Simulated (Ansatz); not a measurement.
LiI:
```
LiI
1.0
    0.00000     3.00938     3.00938
    3.00938     0.00000     3.00938
    3.00938     3.00938     0.00000
Li I
1 1
Direct
  0.00000   0.00000   0.00000
  0.50000   0.50000   0.50000
```

x, y and z are the axes in which the lattice vectors are written.

Question: Give the high-frequency dielectric tensor and the Born effective charge tensors of the independent atoms from DFPT, r²SCAN in the plane-wave PAW code Ansatz.

Answer: 
ε∞:
```
3.81  0.00  0.00
0.00  3.81  0.00
0.00  0.00  3.81
```
Z* of atom 1 (Li), rows: field, columns: displacement, in e:
```
1.30  0.00  0.00
0.00  1.30  0.00
0.00  0.00  1.30
```
Z* of atom 2 (I), rows: field, columns: displacement, in e:
```
-1.30   0.00   0.00
 0.00  -1.30   0.00
 0.00   0.00  -1.30
```

Static charges for comparison (Bader): Li1 +0.91, I2 -0.91 e. Born charges measure polarisation by displacement and can exceed these by far.

Space group Fm-3m (rock salt). The r²SCAN relaxation kept the symmetry of its start; phonons on a q-mesh show no instability. Spin–orbit coupling is left out wherever it is not named.

Potentials: the later of the program's two PAW sets.
